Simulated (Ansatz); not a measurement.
# Si2Mo (P6_222) in Ansatz: further runs

Aim: see how the results for Si2Mo move with the level of theory and the settings. Levels: RPBE, LDA, PBEsol. Tasks: band structure.

Everything below comes from runs of Ansatz 0.2.0. Logs are shortened: lines on timing, memory, paths and dates and some standing lists are left out, and cuts for length are marked.

### 1 The crystal as given

The structure is hexagonal, space group P6_222 (No. 180). The conventional cell has a = 4.585 Å, b = 4.585 Å, c = 6.580 Å, α = 90.00°, β = 90.00°, γ = 120.00°. Mo (site symmetry 222) is surrounded by 10 Si at 2.57 to 2.67 Å. Si (site symmetry 2) is surrounded by 5 Si at 2.55 to 2.67 Å and 5 Mo at 2.57 to 2.67 Å.

Measurements of this composition are mostly on another form, of space group No. 139.

### 2 Band structure, RPBE

Contents of input.yaml:

```yaml
crystal:
  lattice:
    - [4.5854715599, 0.0, 0.0]
    - [-2.29273578, 3.9711348592, 0.0]
    - [0.0, 0.0, 6.5797601]
  atoms:
    - { symbol: Mo, position: [0.5, 0.5, 0.8333333333] }
    - { symbol: Mo, position: [0.0, 0.5, 0.1666666667] }
    - { symbol: Mo, position: [0.5, 0.0, 0.5] }
    - { symbol: Si, position: [0.16387298, 0.32774596, 0.5] }
    - { symbol: Si, position: [0.67225404, 0.83612702, 0.1666666667] }
    - { symbol: Si, position: [0.83612702, 0.16387298, 0.8333333333] }
    - { symbol: Si, position: [0.83612702, 0.67225404, 0.5] }
    - { symbol: Si, position: [0.32774596, 0.16387298, 0.1666666667] }
    - { symbol: Si, position: [0.16387298, 0.83612702, 0.8333333333] }
hamiltonian:
  xc: rpbe
  pseudopotentials: { kind: paw }
kpoints:
  mp_grid: { grid: [7, 7, 4] }
  band_path:
    path:
      - [[0.0, 0.0, 0.0], [0.5, 0.0, 0.0], [0.3333333333, 0.3333333333, 0.0], [0.0, 0.0, 0.0], [0.0, 0.0, 0.5], [0.5, 0.0, 0.5], [0.3333333333, 0.3333333333, 0.5], [0.0, 0.0, 0.5]]
      - [[0.5, 0.0, 0.5], [0.5, 0.0, 0.0]]
      - [[0.3333333333, 0.3333333333, 0.0], [0.3333333333, 0.3333333333, 0.5]]
    npoints: 10
scf:
  occupations: { method: fermi_dirac, width: 0.05 }
  n_extra_bands: 22
output:
  forces: true
  stress: true
  eigenvalues: true
  fatbands: false
```

Potentials or basis: Ansatz PAW.

Launch:

```sh
ansatz run input.yaml --threads 4 --pin off --max-ram 11264MiB --backend cpu --events-out ev --progress --plain --runs-dir out
```

The program printed:

```text
Warning: RAYON_NUM_THREADS=4 ignored (pool sized by the plan → 4); use --threads N
scf.n_extra_bands = 22 over 33 filled bands (N_el = 66.0): the run solves 55 bands
Engine: ansatz 0.2.0, aarch64-unknown-linux-gnu
Pseudopotentials: kind: paw
Pseudopotential: Mo, paw, valence charge 14, recommended cutoff 420 eV (normal), Mo.paw.azcp
Pseudopotential: Si, paw, valence charge 4, recommended cutoff 420 eV (normal), Si.paw.azcp
Functional definition: RPBE
  parameter kappa = 0.804
  parameter beta = 0.06672455060314922
  exchange = rpbe_x(kappa = kappa, mu = beta*pi^2/3)
  correlation = pbe_c(beta = beta)
Crystal: 9 atoms, lattice volume = 119.814 Å³
Basis set: ecut = 420 eV, 2331 PW (Γ), exchange–correlation on 64×64×90 points (8 copies of the dense FFT grid, shifted against one another)
Bands: 55, of which v1, the nominal top of the filled ones, is band 33 counted from 1 (32 counted from 0)
Symmetry: 12 space group operations
Space group: P6222 (ITA 180), of the structure as read, at distance tolerance 4.9e-5 Å
k-points: 24 of 196 (time reversal used)
Non-local potential: Mo, projectors of the file, l = 0: 3, l = 1: 2, l = 2: 2, l = 3: 1
Non-local potential: Si, projectors of the file, l = 0: 2, l = 1: 2, l = 2: 2
PAW form: soft (Blöchl's): semilocal exchange-correlation on the pseudo side does not see the compensation charge
PAW frozen core: Mo, regenerated for the run's functional, and the local potential with it (the file was generated under x = pbe(κ = 0.804, μ = 0.2195149727645171), c = pbe(β = 0.06672455060314922))
PAW frozen core: Si, regenerated for the run's functional, and the local potential with it (the file was generated under x = pbe(κ = 0.804, μ = 0.2195149727645171), c = pbe(β = 0.06672455060314922))
PAW one-centre angular grid: Mo, 590 points (default); XC on 64 Gauss nodes
PAW one-centre angular grid: Si, 110 points (default); XC on 64 Gauss nodes
Initial density: superposition of atomic densities (neutral atoms: chi_scale 0, normalization atom), corrected by the library's trained network
Initial wavefunctions: pseudopotential atomic-orbital guess
Functional: x = rpbe, c = pbe(β = 0.06672455060314922)
SCF iter   1: F=—  HF=-18726.366871 eV  |F-HF|=—  |Δ(HF+E_count)|=         —  Δρ=8.11e-3  dr2=8.85e-2  ethr=1.77e-3  ⟨swp⟩=5.4  Hψ=5620  notcnv=0  defer=117
preconditioner: auto → Resta (q_TF=auto, 2.470 Å⁻¹)  ε∞=6.2  [insulator: Δε(μ)=0.294 eV  Ē_g=9.681 eV  σ=0.050 eV  W_gap=0.90  n_scr=22 (ndim 8)  ℏωp=22.0 eV  f_vac=0.000  D(μ)=0.13/eV (n_scr^D=0)  ε∞_Penn≈6.2]
SCF iter   2: F=—  HF=-18726.358838 eV  |F-HF|=—  |Δ(HF+E_count)|=   8.03e-3  Δρ=4.22e-3  dr2=2.09e-2  ethr=1.34e-4  ⟨swp⟩=1.1  Hψ=1542  notcnv=0  defer=185
SCF iter   3: F=—  HF=-18726.356263 eV  |F-HF|=—  |Δ(HF+E_count)|=   2.57e-3  Δρ=4.75e-4  dr2=3.01e-4  ethr=3.17e-5  ⟨swp⟩=2.0  Hψ=1267  notcnv=0  defer=185
SCF iter   4: F=—  HF=-18726.356209 eV  |F-HF|=—  |Δ(HF+E_count)|=   5.43e-5  Δρ=6.45e-5  dr2=1.77e-6  ethr=4.56e-7  ⟨swp⟩=2.1  Hψ=1431  notcnv=0  defer=185
SCF iter   5: F=—  HF=-18726.356137 eV  |F-HF|=—  |Δ(HF+E_count)|=   7.23e-5  Δρ=7.31e-6  dr2=3.21e-8  ethr=2.68e-9  ⟨swp⟩=2.0  Hψ=1506  notcnv=0  defer=185
SCF iter   6: F=-18726.356137 eV  HF=-18726.356137 eV  |F-HF|=7.97e-10  |Δ(HF+E_count)|=   5.56e-9  Δρ=1.10e-6  dr2=1.48e-9  ethr=4.87e-11  ⟨swp⟩=7.9  Hψ=5935  notcnv=0
SCF 1 converged in 6 iterations: F = -18726.356137 eV  dr2 = 1.48e-9
NSCF: frozen V_eff on 93 k-points
SCF converged after 6 iterations
Free energy (F): -18726.356137 eV
Harris-Foulkes:  -18726.356137 eV  (|F-HF|=7.97e-10)
Internal energy: -18726.354545 eV  (E = F + TS)
E sigma→0 (E₀):  -18726.355341 eV
Entropy (-TS):   -0.001592 eV (-0.177 meV/atom)
Fermi energy:    16.778763 eV
--- Per-component energies (eV) ---
  E_band       = -122.126197
  E_kinetic    = 1596.712125
  E_local      = -3418.368897  (includes V_loc(G=0)·N_el)
  E_nonlocal   = 572.555514
  E_hartree    = 1278.492163
  E_xc         = -896.994567
  E_vxc        = -986.712612  (∫ρ·V_xc dr)
  E_paw        = -12718.739465  (= ΣΔE_a)
  E_vpaw       = -443.298777  (= ΣTr[D̂ρ^β])
  E_aug_tail   = 0.000137  (compensation charges beyond the density's cutoff)
  E_ewald      = -5139.594408
  E_core_change = -0.417147  (= ΣΔE_core)
  E_smearing   = -0.001592  (= −TS)
  E_closure    = -0.000000  (closes the sum)
  Σ components = -18726.356137   (vs F -18726.356137, Δ=0.00e0)
--- Forces (eV/Å), atoms counted from 1 ---
  atom   1  Mo     0.00000000     0.00000000     0.00000000
  atom   2  Mo    -0.00000000     0.00000000    -0.00000000
  atom   3  Mo     0.00000000    -0.00000000     0.00000000
  atom   4  Si    -0.00000000     0.00094006    -0.00000000
  atom   5  Si    -0.00081412    -0.00047003     0.00000000
  atom   6  Si    -0.00081412     0.00047003    -0.00000000
  atom   7  Si     0.00000000    -0.00094006    -0.00000000
  atom   8  Si     0.00081412     0.00047003     0.00000000
  atom   9  Si     0.00081412    -0.00047003    -0.00000000
  max |Σ_I F_I| component: 7.27e-17 eV/Å
--- Stress (GPa, compression-positive) ---
        6.239985       0.000000      -0.000000
        0.000000       6.239985       0.000000
        0.000000      -0.000000       6.229397
  P = ⅓ Tr σ = 6.2365 GPa (62.365 kbar)
--- Band table (eV; the first three rows and the last of 24) ---
  k-point 0: bands = ["-44.4019", "-44.3716", "-44.3716", "-18.6449", "-18.6424", "-18.6424", "-18.6323", "-18.6323", "-18.5453", "-18.4876", "-18.4876", "-18.4705", "2.6736", "5.7611", "5.7611", "9.4170", "10.1379", "10.1379", "10.6766", "10.6766", "11.5126", "11.7910", "11.7910", "12.1222", "13.0554", "13.0554", "13.5112", "13.5112", "13.7149", "13.7149", "13.9900", "14.6389", "15.9192", "18.7474", "19.1033", "19.1033", "19.2472", "19.2524", "19.5024", "19.5024", "19.7372", "19.7372", "20.2107", "20.2107", "20.4016", "20.5279", "20.8585", "20.8585", "21.2715", "21.2715", "22.2853", "24.1354", "24.2211", "24.2211", "25.7234"]
  k-point 1: bands = ["-44.3992", "-44.3816", "-44.3643", "-18.6804", "-18.6430", "-18.6368", "-18.6207", "-18.5881", "-18.5474", "-18.5232", "-18.4870", "-18.4589", "2.9029", "4.5659", "6.9499", "9.5988", "10.0226", "10.2128", "10.3029", "11.0190", "11.1696", "11.4010", "11.5372", "11.6419", "13.2068", "13.2931", "13.3816", "13.6290", "13.9365", "14.3196", "14.3448", "14.6850", "16.3051", "18.7827", "18.8701", "19.0172", "19.1809", "19.2688", "19.2734", "19.3095", "19.5823", "19.6133", "19.9539", "20.0032", "20.1579", "20.3728", "20.7222", "21.0718", "21.1662", "22.9078", "23.2186", "23.3287", "23.4832", "23.7227", "25.4247"]
  k-point 2: bands = ["-44.3917", "-44.3917", "-44.3616", "-18.6939", "-18.6471", "-18.6215", "-18.6215", "-18.5459", "-18.5459", "-18.5309", "-18.5309", "-18.4481", "3.5628", "3.5628", "7.6822", "9.4034", "10.0151", "10.0151", "10.1680", "11.0033", "11.0033", "11.5042", "11.5042", "11.6149", "13.1279", "13.1729", "13.1729", "13.2234", "14.4196", "14.4196", "14.6362", "16.0101", "16.0101", "18.6009", "19.0444", "19.0560", "19.0560", "19.3070", "19.3531", "19.3531", "19.4621", "19.4621", "19.8821", "19.8858", "19.9141", "19.9141", "21.0057", "21.0057", "21.0242", "21.8223", "23.5789", "23.5789", "23.6682", "23.6682", "26.1611"]
  k-point 23: bands = ["-44.3913", "-44.3793", "-44.3738", "-18.6910", "-18.6790", "-18.6733", "-18.6025", "-18.5856", "-18.5710", "-18.4881", "-18.4844", "-18.4471", "5.4048", "5.5066", "6.1457", "7.0583", "7.3486", "8.5836", "10.5108", "10.6701", "11.2608", "11.9296", "12.8697", "12.9101", "13.2981", "13.3132", "13.4908", "13.6183", "14.5271", "14.9055", "15.1191", "15.4458", "16.2128", "17.3504", "17.7730", "17.9580", "18.4757", "18.6014", "18.7538", "18.8982", "19.3360", "20.0059", "20.0598", "20.3953", "21.4212", "21.4920", "21.7927", "22.4109", "22.6055", "22.8411", "23.1472", "23.5105", "24.1587", "24.2297", "26.0848"]
```

It took 23 s on 4 threads of Arm Neoverse N1, shared host; peak memory 0.63 GiB.

Results:

```yaml
Free_energy: -18726.3561 eV
Pressure: 6.2 GPa
Band_gap_on_the_k_mesh: 0.28 eV, indirect (least direct gap 0.65 eV)
Band_gap_along_the_path: 0.06 eV, indirect (least direct gap 0.55 eV)
```

Levels at the corners of the path, in eV from the valence-band top:
```tsv
point	band 31	band 32	band 33	band 34	band 35	band 36
Γ	-2.75	-2.11	-0.82	2.00	2.36	2.36
M	-1.58	-1.06	-0.65	0.06	0.71	0.87
K	-1.08	-1.08	-0.88	0.64	1.00	1.00
Γ	-2.75	-2.11	-0.82	2.00	2.36	2.36
A	-2.11	-0.73	-0.73	1.86	2.30	2.31
L	-1.97	-1.25	0.00	0.55	1.10	1.35
H	-1.51	-1.51	-0.61	0.62	1.19	1.19
A	-2.11	-0.73	-0.73	1.86	2.30	2.31
L	-1.97	-1.25	0.00	0.55	1.10	1.35
M	-1.58	-1.06	-0.65	0.06	0.71	0.87
K	-1.08	-1.08	-0.88	0.64	1.00	1.00
H	-1.51	-1.51	-0.61	0.62	1.19	1.19
```

Caveat: the k mesh misses the band edges, so the gap on the mesh is wider than the one along the path; the PAW data sets come from PBE, with cores solved anew for the run's functional, which leaves a small shift of forces and pressure.

### 3 Band structure, LDA

Edit input.yaml of step 2 so:

```diff
@@ -16,3 +16,3 @@
 hamiltonian:
-  xc: rpbe
+  xc: lda
   pseudopotentials: { kind: paw }
@@ -34 +34,5 @@
   fatbands: false
+  write_density: true
+  write_potential: true
+  elf: true
+  volumetric_format: npy
```

Potentials or basis: Ansatz PAW.

Launch:

```sh
ansatz run input.yaml --threads 4 --pin off --max-ram 11264MiB --backend cpu --events-out ev --progress --plain --runs-dir out
```

Wall time 15 s (4 threads of Arm Neoverse V1, shared host); peak memory 0.67 GiB.

Results (log left out):

| Quantity | Value |
| --- | --- |
| Free energy | -18185.4812 eV |
| Pressure | -4.9 GPa |
| Largest force | 0.054 eV/Å |
| Band gap on the k mesh | 0.24 eV, indirect (least direct gap 0.60 eV) |
| Band gap along the path | 0.03 eV, indirect (least direct gap 0.50 eV) |

Forces on the atoms (eV/Å):
```
Mo   0.000  0.000  0.000
Mo   0.000  0.000  0.000
Mo   0.000  0.000  0.000
Si   0.000  0.054  0.000
Si  -0.047 -0.027  0.000
Si  -0.047  0.027  0.000
Si   0.000 -0.054  0.000
Si   0.047  0.027  0.000
Si   0.047 -0.027  0.000
```

Stress tensor (GPa, compression positive):
```
-4.79  0.00  0.00
 0.00 -4.79  0.00
 0.00  0.00 -5.24
```

Levels at the corners of the path, in eV from the valence-band top:
| point | band 31 | band 32 | band 33 | band 34 | band 35 | band 36 |
| --- | --- | --- | --- | --- | --- | --- |
| Γ | -2.74 | -2.08 | -0.82 | 1.95 | 2.34 | 2.34 |
| M | -1.59 | -1.07 | -0.66 | 0.03 | 0.66 | 0.83 |
| K | -1.09 | -1.09 | -0.89 | 0.60 | 0.98 | 0.98 |
| Γ | -2.74 | -2.08 | -0.82 | 1.95 | 2.34 | 2.34 |
| A | -2.07 | -0.74 | -0.74 | 1.80 | 2.21 | 2.21 |
| L | -1.99 | -1.27 | 0.00 | 0.50 | 1.06 | 1.30 |
| H | -1.52 | -1.52 | -0.63 | 0.57 | 1.16 | 1.16 |
| A | -2.07 | -0.74 | -0.74 | 1.80 | 2.21 | 2.21 |
| L | -1.99 | -1.27 | 0.00 | 0.50 | 1.06 | 1.30 |
| M | -1.59 | -1.07 | -0.66 | 0.03 | 0.66 | 0.83 |
| K | -1.09 | -1.09 | -0.89 | 0.60 | 0.98 | 0.98 |
| H | -1.52 | -1.52 | -0.63 | 0.57 | 1.16 | 1.16 |

Caveat: the k mesh misses the band edges, so the gap on the mesh is wider than the one along the path; the PAW data sets come from PBE, with cores solved anew for the run's functional, which leaves a small shift of forces and pressure. A hybrid or GW would open this gap; LDA tends to underestimate it.

### 4 Band structure, PBEsol

Edit input.yaml of step 3 so:

```diff
@@ -16,3 +16,3 @@
 hamiltonian:
-  xc: lda
+  xc: pbesol
   pseudopotentials: { kind: paw }
@@ -34,5 +34 @@
   fatbands: false
-  write_density: true
-  write_potential: true
-  elf: true
-  volumetric_format: npy
```

Launch:

```sh
ansatz run input.yaml --threads 4 --pin off --max-ram 11264MiB --backend cpu --events-out ev --progress --plain --runs-dir out
```

Run time: 12 s. Hardware: 4 threads of Arm Neoverse V2, shared host; peak memory 0.64 GiB.

The run converged. Its results:

| Quantity | Value |
| --- | --- |
| Free energy | -18426.5459 eV |
| Pressure | -1.5 GPa |
| Largest force | 0.041 eV/Å |
| Band gap on the k mesh | 0.26 eV, indirect (least direct gap 0.62 eV) |
| Band gap along the path | 0.04 eV, indirect (least direct gap 0.53 eV) |

Forces in eV/Å, atoms in the order of the input:
```
Mo   0.000  0.000  0.000
Mo   0.000  0.000  0.000
Mo   0.000  0.000  0.000
Si   0.000  0.041  0.000
Si  -0.036 -0.021  0.000
Si  -0.036  0.021  0.000
Si   0.000 -0.041  0.000
Si   0.036  0.021  0.000
Si   0.036 -0.021  0.000
```

Stress tensor (GPa, compression positive):
```
-1.46  0.00  0.00
 0.00 -1.46  0.00
 0.00  0.00 -1.56
```

Levels at the corners of the path, in eV from the valence-band top:
```csv
point,band 31,band 32,band 33,band 34,band 35,band 36
Γ,-2.75,-2.11,-0.83,1.98,2.35,2.35
M,-1.59,-1.07,-0.66,0.04,0.68,0.85
K,-1.09,-1.09,-0.88,0.62,0.99,0.99
Γ,-2.75,-2.11,-0.83,1.98,2.35,2.35
A,-2.11,-0.74,-0.74,1.84,2.27,2.27
L,-1.98,-1.26,0.00,0.53,1.08,1.33
H,-1.52,-1.52,-0.62,0.59,1.18,1.18
A,-2.11,-0.74,-0.74,1.84,2.27,2.27
L,-1.98,-1.26,0.00,0.53,1.08,1.33
M,-1.59,-1.07,-0.66,0.04,0.68,0.85
K,-1.09,-1.09,-0.88,0.62,0.99,0.99
H,-1.52,-1.52,-0.62,0.59,1.18,1.18
```

Caveat: the k mesh misses the band edges, so the gap on the mesh is wider than the one along the path; the PAW data sets come from PBE, with cores solved anew for the run's functional, which leaves a small shift of forces and pressure.

### 5 The runs side by side

```csv
level,gap on the mesh (eV),pressure (GPa),largest force (eV/Å)
RPBE,0.28,6.2,-
LDA,0.24,-4.9,0.05
PBEsol,0.26,-1.5,0.04
```

Alike in all rows: task band structure; potentials or basis Ansatz PAW; no spin polarisation; cell as given; k mesh 7 × 7 × 4; cutoff (eV) 420; smearing fermi-dirac 0.05 eV.

On the cell as given the gap runs from 0.03 eV (LDA) to 0.06 eV (RPBE). The pressure there spans -4.9 GPa (LDA) to 6.2 GPa (RPBE); a positive pressure means that this level wants a larger cell, a negative one a smaller.

Caveats: the k mesh misses the band edges, so the gap on the mesh is wider than the one along the path; the PAW data sets come from PBE, with cores solved anew for the run's functional, which leaves a small shift of forces and pressure.

Total energies depend on the potentials used, so only differences within one code and one set of settings carry meaning.
